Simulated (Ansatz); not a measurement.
# The honeycomb GaP bilayer (AB) under a gate, part 3 of 4

Wanted: Fermi level and gate voltage of the honeycomb GaP bilayer (AB) as it is charged.

Ansatz 0.2.0; plane-wave DFT, PBE-D3(BJ), Ansatz PAW.

So far, gap along the path (eV): step 3 (gated layer, added electrons 0, start network) 1.32.

### 7. Gated layer, added electrons 10×10¹³ per cm², start atoms

Contents of input.yaml:

```yaml
crystal:
  lattice:
    - [3.8776761941, 0.0, 0.0]
    - [-1.9388380971, 3.3581660918, 0.0]
    - [0.0, 0.0, 37.8562764176]
  atoms:
    - { symbol: P, position: [0.6666666667, 0.3333333333, 0.4477460967] }
    - { symbol: Ga, position: [0.3333333333, 0.6666666667, 0.4591298149] }
    - { symbol: P, position: [0.0, 0.0, 0.5420535543] }
    - { symbol: Ga, position: [0.6666666667, 0.3333333333, 0.5522539033] }
  periodic: [true, true, false]
  symmetry: { detect: true }
total_charge: -0.130219
kpoints:
  mp_grid: { grid: [72, 72, 1] }
hamiltonian:
  xc: pbe
  dispersion: d3bj
scf:
  occupations: { method: fermi_dirac, width: 0.02585 }
  convergence: { dr2_threshold: 1.0e-10 }
output:
  forces: true
  eigenvalues: true
  write_potential: true
  write_density: true
  volumetric_format: npy
external_charges:
  - { charge: 0, barrier: 10, axis: 3, height: 24.406, sigma: 0.25 }
  - { charge: 0.130219, axis: 3, height: 25.906, sigma: 0.5 }
```

The run is started by

```bash
> ansatz run input.yaml --threads 4 --pin off --max-ram 16384MiB --backend cpu --events-out ev --progress --plain --runs-dir out
```

Numbers of over 12 decimals in the logs are rounded to 6 here.

Log:

```text
[...]
Crystal: 4 atoms, lattice volume = 492.960 Å³
Basis set: ecut = 420 eV, 9727 PW (Γ), exchange–correlation on 54×54×512 points (8 copies of the dense FFT grid, shifted against one another)
Bands: 23, of which v1, the nominal top of the filled ones, is band 18 counted from 1 (17 counted from 0)
Symmetry: 6 space group operations
[...]
k-points: 469 of 5184 (time reversal used)
[...]
--- Band table (eV; the first three rows and the last of 469) ---
  k-point 0: bands = [... 14 lower, -2.9930, -2.9930, -2.2552, -2.2552, -0.7308, -0.0787, 0.7308, 2.2441, ... 1 higher]
  k-point 1: bands = [... 14 lower, -3.0140, -2.9973, -2.2803, -2.2593, -0.7101, -0.0567, 0.7349, 2.2395, ... 1 higher]
  k-point 2: bands = [... 14 lower, -3.0731, -3.0102, -2.3518, -2.2712, -0.6511, 0.0057, 0.7474, 2.2262, ... 1 higher]
  k-point 468: bands = [... 14 lower, -6.1980, -5.4718, -2.6775, -2.0954, -0.4039, 0.0126, 3.1327, 3.7067, ... 1 higher]
[key lines of the parts left out:]
SCF converged after 13 iterations
Free energy (F): -9078.167545 eV
Fermi energy:    -0.710451 eV
```

It took 3.5 min on 4 threads of Arm Neoverse V1, shared host; peak memory 3.8 GiB; 14 min of CPU time.

Running mean over a fixed 2.5 Å (it still follows the layers) of the planar mean; beyond a gate it holds the 10 eV model barrier. Table of electron's electrostatic potential energy less the Fermi level by z:

```
z (Å)  electron's electrostatic potential energy less the Fermi level (eV)
    4                                                                 4.63
    5                                                                 4.63
    6                                                                 4.63
    7                                                                 4.63
    8                                                                 4.63
    9                                                                 4.63
   10                                                                 4.63
   11                                                                 4.63
   12                                                                 4.63
   13                                                                 4.63
   14                                                                 4.58
   15                                                                 3.77
   16                                                                -1.80
   17                                                                -5.68
   18                                                                -3.86
   19                                                               -0.494
   20                                                                -5.09
   21                                                                -6.39
   22                                                                -1.90
   23                                                                 1.37
   24                                                                 3.55
   25                                                                 5.91
   26                                                                 7.32
   27                                                                 6.87
   28                                                                 6.79
   29                                                                 6.79
   30                                                                 6.79
   31                                                                 6.79
   32                                                                 6.79
   33                                                                 6.79
   34                                                                 6.79
```

Against the uncharged case this takes +7.11 V.

### 8. Gated layer, added electrons -1×10¹³ per cm², start atoms

input.yaml, as its differences from that of step 7:

```diff
@@ -12,3 +12,3 @@
   symmetry: { detect: true }
-total_charge: -0.130219
+total_charge: 0.013022
 kpoints:
@@ -29,2 +29,2 @@
   - { charge: 0, barrier: 10, axis: 3, height: 24.406, sigma: 0.25 }
-  - { charge: 0.130219, axis: 3, height: 25.906, sigma: 0.5 }
+  - { charge: -0.013022, axis: 3, height: 25.906, sigma: 0.5 }
```

Log:

```text
[...]
Crystal: 4 atoms, lattice volume = 492.960 Å³
Basis set: ecut = 420 eV, 9727 PW (Γ), exchange–correlation on 54×54×512 points (8 copies of the dense FFT grid, shifted against one another)
Bands: 22, of which v1, the nominal top of the filled ones, is band 18 counted from 1 (17 counted from 0)
Symmetry: 6 space group operations
[...]
k-points: 469 of 5184 (time reversal used)
[...]
--- Band table (eV; the first three rows and the last of 469) ---
  k-point 0: bands = [... 14 lower, -6.3930, -6.3930, -5.8652, -5.8652, -4.0964, -3.6616, -1.5456, -1.1700]
  k-point 1: bands = [... 14 lower, -6.4143, -6.3973, -5.8901, -5.8692, -4.0746, -3.6387, -1.5442, -1.1746]
  k-point 2: bands = [... 14 lower, -6.4744, -6.4103, -5.9611, -5.8809, -4.0125, -3.5735, -1.5401, -1.1879]
  k-point 468: bands = [... 14 lower, -9.5920, -9.0732, -5.9846, -5.6607, -3.5582, -3.5473, 0.2942, 0.3357]
[key lines of the parts left out:]
SCF converged after 13 iterations
Free energy (F): -9078.076573 eV
Fermi energy:    -5.560571 eV
```

Elapsed: 3.5 min, on 4 threads; peak memory 3.8 GiB.

Against the uncharged case this takes -1.35 V.

### 9. Gated layer, added electrons -3×10¹³ per cm², start atoms

input.yaml, as its differences from that of step 8:

```diff
@@ -12,3 +12,3 @@
   symmetry: { detect: true }
-total_charge: 0.013022
+total_charge: 0.039066
 kpoints:
@@ -29,2 +29,2 @@
   - { charge: 0, barrier: 10, axis: 3, height: 24.406, sigma: 0.25 }
-  - { charge: -0.013022, axis: 3, height: 25.906, sigma: 0.5 }
+  - { charge: -0.039066, axis: 3, height: 25.906, sigma: 0.5 }
```

Log:

```text
[...]
Crystal: 4 atoms, lattice volume = 492.960 Å³
Basis set: ecut = 420 eV, 9727 PW (Γ), exchange–correlation on 54×54×512 points (8 copies of the dense FFT grid, shifted against one another)
Bands: 22, of which v1, the nominal top of the filled ones, is band 18 counted from 1 (17 counted from 0)
Symmetry: 6 space group operations
[...]
k-points: 469 of 5184 (time reversal used)
[...]
--- Band table (eV; the first three rows and the last of 469) ---
  k-point 0: bands = [... 14 lower, -7.0066, -7.0066, -6.5966, -6.5966, -4.7087, -4.3884, -2.0381, -1.7929]
  k-point 1: bands = [... 14 lower, -7.0285, -7.0111, -6.6213, -6.6005, -4.6868, -4.3655, -2.0370, -1.7977]
  k-point 2: bands = [... 14 lower, -7.0902, -7.0242, -6.6919, -6.6121, -4.6243, -4.3001, -2.0337, -1.8113]
  k-point 468: bands = [... 14 lower, -10.2042, -9.8007, -6.5940, -6.3793, -4.2523, -4.1322, -0.3268, -0.1973]
[key lines of the parts left out:]
SCF converged after 14 iterations
Free energy (F): -9077.923510 eV
Fermi energy:    -6.285326 eV
```

Run time: 3.4 min. Hardware: 4 threads; peak memory 3.8 GiB.

Against the uncharged case this takes -2.80 V.

### 10. Gated layer, added electrons -6×10¹³ per cm²

input.yaml, the sections that differ from step 9:

```yaml
total_charge: 0.078131
kpoints:
  mp_grid: { grid: [72, 72, 1] }
  band_path:
    path: [[0, 0, 0], [0.5, 0, 0], [0.33333333, 0.33333333, 0], [0, 0, 0]]
    npoints: 16
output:
  forces: true
  eigenvalues: true
  dos: { projected: true, e_range: [-3, 3], de: 0.01 }
  write_potential: true
  write_density: true
  volumetric_format: npy
  elf: true
external_charges:
  - { charge: 0, barrier: 10, axis: 3, height: 24.406, sigma: 0.25 }
  - { charge: -0.078131, axis: 3, height: 25.906, sigma: 0.5 }
# crystal, hamiltonian, scf: as in step 9
```

Log:

```text
[...]
Crystal: 4 atoms, lattice volume = 492.960 Å³
Basis set: ecut = 420 eV, 9727 PW (Γ), exchange–correlation on 54×54×512 points (8 copies of the dense FFT grid, shifted against one another)
Bands: 22, of which v1, the nominal top of the filled ones, is band 18 counted from 1 (17 counted from 0)
Symmetry: 6 space group operations
[...]
k-points: 469 of 5184 (time reversal used)
[...]
--- Band table (eV; the first three rows and the last of 469) ---
  k-point 0: bands = [... 14 lower, -7.9620, -7.9620, -7.6893, -7.6893, -5.6587, -5.4764, -2.8609, -2.7635]
  k-point 1: bands = [... 14 lower, -7.9845, -7.9665, -7.7137, -7.6931, -5.6367, -5.4534, -2.8602, -2.7682]
  k-point 2: bands = [... 14 lower, -8.0482, -7.9800, -7.7833, -7.7044, -5.5738, -5.3879, -2.8583, -2.7814]
  k-point 468: bands = [... 14 lower, -11.1545, -10.8897, -7.5408, -7.4585, -5.3146, -5.0191, -1.2898, -1.2431]
[key lines of the parts left out:]
SCF converged after 14 iterations
Free energy (F): -9077.628371 eV
Fermi energy:    -7.345018 eV
```

Run time: 3.9 min. Hardware: 4 threads; peak memory 3.8 GiB.

The density of states has structure finer than the step of the table below, so its rows give means over 0.2 eV, whole bins alone (the curve runs from -3 to 1.99 eV). Peaks (eV: height): -2.37: 5.17, -2.14: 4.24, -1.02: 4.76, -0.98: 3.80, -0.88: 4.09, -0.23: 6.42, -0.07: 4.48.

The density of states by energy, zero at the Fermi level; means over each step:

```
energy (eV)  density of states (states/eV a cell)
       -2.8                                  1.40
       -2.6                                  1.49
       -2.4                                  2.64
       -2.2                                  3.29
       -2.0                                  2.62
       -1.8                                  2.85
       -1.6                                  2.63
       -1.4                                  2.34
       -1.2                                  2.02
       -1.0                                  2.92
       -0.8                                  3.06
       -0.6                                  2.33
       -0.4                                  2.08
       -0.2                                  3.73
        0.0                                  1.88
        0.2                                     0
        0.4                                     0
        0.6                                     0
        0.8                                     0
        1.0                                     0
        1.2                                     0
        1.4                                 0.132
        1.6                                 0.665
        1.8                                 0.964
```

Against the uncharged case this takes -4.96 V.

### 11. Gated layer, added electrons -10×10¹³ per cm²

input.yaml, as its differences from that of step 10:

```diff
@@ -12,3 +12,3 @@
   symmetry: { detect: true }
-total_charge: 0.078131
+total_charge: 0.130219
 kpoints:
@@ -34,2 +34,2 @@
   - { charge: 0, barrier: 10, axis: 3, height: 24.406, sigma: 0.25 }
-  - { charge: -0.078131, axis: 3, height: 25.906, sigma: 0.5 }
+  - { charge: -0.130219, axis: 3, height: 25.906, sigma: 0.5 }
```

Log:

```text
[...]
Crystal: 4 atoms, lattice volume = 492.960 Å³
Basis set: ecut = 420 eV, 9727 PW (Γ), exchange–correlation on 54×54×512 points (8 copies of the dense FFT grid, shifted against one another)
Bands: 22, of which v1, the nominal top of the filled ones, is band 18 counted from 1 (17 counted from 0)
Symmetry: 6 space group operations
[...]
k-points: 469 of 5184 (time reversal used)
[...]
--- Band table (eV; the first three rows and the last of 469) ---
  k-point 0: bands = [... 14 lower, -9.2917, -9.2917, -9.1405, -9.1405, -6.9755, -6.9250, -4.1135, -4.1135]
  k-point 1: bands = [... 14 lower, -9.3150, -9.2965, -9.1641, -9.1440, -6.9534, -6.9020, -4.1203, -4.1053]
  k-point 2: bands = [... 14 lower, -9.3814, -9.3107, -9.2314, -9.1544, -6.8903, -6.8365, -4.1367, -4.0882]
  k-point 468: bands = [... 14 lower, -12.4729, -12.3398, -8.8997, -8.8552, -6.7400, -6.2453, -2.6560, -2.6238]
[key lines of the parts left out:]
SCF converged after 14 iterations
Free energy (F): -9077.113542 eV
Fermi energy:    -8.751396 eV
```

Run time: 3.7 min. Hardware: 4 threads; peak memory 3.8 GiB.

Against the uncharged case this takes -7.82 V.

### 12. The series together

This step: plane-wave DFT, PBE-D3(BJ), Ansatz PAW; charging by gates (Ansatz 0.2.0).

The potential behind each gate is read from every run and counted from the uncharged case.

Voltage on the gate against the layer's Fermi level, from the uncharged case. The gate voltage by added electrons:

```
added electrons (10¹³ per cm²)  gate voltage (V)
                        -10.00             -7.82
                         -6.00             -4.96
                         -3.00             -2.80
                         -1.00             -1.35
                          0.00                 0
                          1.00              1.31
                          3.00              2.66
                          6.00              4.63
                         10.00              7.11
```

Charge step over voltage step between neighbouring densities. The total capacitance by added electrons:

```
added electrons (10¹³ per cm²)  total capacitance (µF/cm²)
                         -8.00                        2.24
                         -4.50                        2.23
                         -2.00                        2.20
                         -0.50                        1.19
                          0.50                        1.23
                          2.00                        2.36
                          4.50                        2.45
                          8.00                        2.58
```

Work function of the face away from the gate. Table of work function of the far face by added electrons:

```
added electrons (1e13 /cm²)  work function of the far face (eV)
                     -10.00                                5.78
                      -6.00                                5.83
                      -3.00                                5.86
                      -1.00                                5.87
                       0.00                                5.26
                       1.00                                4.64
                       3.00                                4.63
                       6.00                                4.62
                      10.00                                4.63
```

By hand: 10¹³ electrons per cm² are 0.001 e/Å², which by Gauss's law end a field of 0.181 V/Å. At 10×10¹³ holes per cm² the field towards a gate is 1.810 V/Å, which over the 5 Å from the outer atoms would drop 9.05 V; the run needs 7.82 V.

[end of part 3 of 4]

[Logs are printed without paths, hosts, clocks, repeated set-up lines and the standing remarks that a program may print on its own settings, such as how far it seeks lower states.]

[Hosts, paths, dates, database ids (printed as entryN), source tags and the programs' standing remarks are cut or masked in the printed files.]

[Maps of the electrostatic potential energy from Ansatz leave out the sawtooth potential of an applied field or a dipole correction, so their vacuum need not be flat; planar profiles and work functions include it.]

[The density of states shown here was stored with 400 of the rows of the run's finer table, so its peaks can read low, often by over a quarter, or be missed, and its means over a window can be off by a tenth or more.]
